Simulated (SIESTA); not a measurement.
PbSe (Clausthalite) under changes of volume

One of the cells (29.244 Å³/atom); the others are scaled copies at fixed shape and fractional positions:

```
Pb Se
1.0
     0.00000    3.08092    3.08092
     3.08092    0.00000    3.08092
     3.08092    3.08092    0.00000
Pb Se
1 1
Direct
  0.00000 0.00000 0.00000
  0.50000 0.50000 0.50000
```

* Program: SIESTA 5.4.2
* Functional: PBE
* Potentials or basis: PseudoDojo 0.4 standard (PBE files)
* Basis: DZP (energy shift 0.003 Ry; two zetas on semicore shells)
* Grid cutoff: 500 Ry
* Energy shift: 0.003 Ry
* k mesh: 8 × 8 × 8
* Occupations: fermi-dirac, width 0.05 eV
* Spin: no spin polarisation

```tsv
volume (Å³/atom)	energy over the lowest point (meV/atom)	pressure (GPa)	gap on the mesh (eV)
26.951	84.69	8.1	0.13
27.524	58.48	6.5	0.21
28.097	37.63	5.1	0.29
29.244	?	?	?
29.818	3.78	1.5	0.48
30.391	0.00	0.6	0.54
```

**Question.** What does the run at 29.244 Å³/atom give?

**Answer.** Energy over the lowest point 10.25 meV/atom; pressure 2.7 GPa; gap on the mesh 0.42 eV.

Worked out: A Birch-Murnaghan fit of order 3 (a polynomial in V^(-2/3)) to the other rows has its minimum at 30.80 Å³/atom, just outside them, with B0 = V·E''(V) = 42 GPa and B' = 5.6. It gives 10.95 meV/atom at 29.244 Å³/atom, against the run's 10.25, and -dE/dV = 2.5 GPa, against 2.7. A parabola through the other rows of the gap, of slope 3.19 eV per unit of ln V (its deformation potential) there, gives 0.42 eV, against the run's 0.42.

Energies are extrapolated to zero smearing.

Caveats: spin-orbit coupling is left out, which as a rule narrows the gap of such compounds by several tenths of an eV; the basis of atomic orbitals isn't converged, which shifts pressures, moduli and gaps.

A mesh can miss the band edges.
